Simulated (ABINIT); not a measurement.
**FeO (Wuestite) in ABINIT: convergence with smearing width**

Input of the first run (smearing width 0.272 eV); the others differ in this setting and in those tied to it:

File run.abi:

```
# Pseudopotentials
pp_dirpath "./"
pseudos "Fe.GGA_PBE-JTH.xml, O.GGA_PBE-JTH.xml"

# Structure
acell 3.0698575869 3.0698575869 3.0698575869 Angstrom
rprim
     0.4947528865     0.2856457122     0.8207472866
    -0.4947528865     0.2856457122     0.8207472866
     0.0000000000    -0.5712914244     0.8207472866
ntypat 2
znucl 26 8
natom 2
typat 1 2
xred
     0.0000000000     0.0000000000     0.0000000000
     0.5000000000     0.5000000000     0.5000000000

# Plane-wave basis
ecut 26.0
pawecutdg 48.0
pawxcdev 0

# k points
kptopt 1
ngkpt 8 8 8
nshiftk 1
shiftk 0.0 0.0 0.0

# Exchange and correlation
ixc 15

# Bands and occupations
nband 16
occopt 7
tsmear 0.00999582

# Spin
nsppol 2
spinat
     0.0000000000     0.0000000000     3.0000000000
     0.0000000000     0.0000000000     0.0000000000

# SCF cycle
nstep 100
tolvrs 1.0e-9

# Output
iomode 3
prtwf 0
prtden 0
prteig 0
prtebands 0
enunit 2
```

Potentials or basis: JTH PAW PBE v2.0.

The run is started by

```console
$ abinit run.abi > log 2>&1
```

Hardware: 1 thread of Arm Neoverse V1, on a shared host.

| smearing width | energy less the tightest run, at zero smearing (meV/atom) | pressure (GPa) | SCF cycles | CPU time (s) | peak memory (GiB) |
| --- | --- | --- | --- | --- | --- |
| 0.272 eV | -1.17 | 3.75 | 22 | 120 | 0.16 |
| 0.2 eV | -0.88 | 3.62 | 27 | 150 | 0.16 |
| 0.136 eV | -0.34 | 3.55 | 32 | 170 | 0.16 |
| 0.1 eV | -0.09 | 3.52 | 27 | 150 | 0.16 |
| 0.05 eV | 0.00 | 3.49 | 30 | 160 | 0.16 |
| 0.025 eV | -0.01 | 3.48 | 26 | 140 | 0.16 |
| 0.01 eV | 0.00 | 3.48 | 25 | 140 | 0.16 |

Against the tightest run, the energy stays within 1 meV/atom from 0.2 eV on; the pressure stays within 0.1 GPa from 0.136 eV on. Narrower smearing needs a denser k mesh, so at a fixed mesh the narrowest width isn't the most accurate. The tightest run that finished is the yardstick and may itself not be fully converged.

Caveat, for the tightest run too: the PAW data sets were made with another functional, which shifts forces and pressure a little; a cell with one magnetic atom can't hold antiferromagnetic order, which such compounds often take.
